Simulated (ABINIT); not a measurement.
Runs of ABINIT 10.8.3 (patched build) on C. Symmetry: Fd-3m, No. 227, cubic system. Conventional cell: a = 3.567 Å, b = 3.567 Å, c = 3.567 Å, α = 90.00°, β = 90.00°, γ = 90.00°. C (site symmetry -43m) is surrounded by 4 C at 1.54 Å. This isn't the form of C at room conditions, which is graphite.

| level | gap on the mesh (eV) | pressure (GPa) |
| --- | --- | --- |
| BLYP | 4.46 | (a) |
| WC | (b) | -5.4 |
| PW91 | 4.19 | 0.7 |
| revPBE | 4.13 | 5.9 |
| LDA | 4.11 | -13.5 |

Alike in all rows: task single point; potentials or basis JTH PAW PBE v2.0; no spin polarisation; cell as given; k mesh 13 × 13 × 13; cutoff (eV) 626; smearing fermi-dirac 0.05 eV.

Problem. Estimate the missing entries.

Solution. (a) 10.6; (b) 4.06.

Caveats: the PAW data sets were made with another functional, which shifts forces and pressure a little; an odd mesh through Γ misses points on the zone boundary, where band edges often lie; the atomic spheres overlap.

Runs at the PBE level aren't shown here.
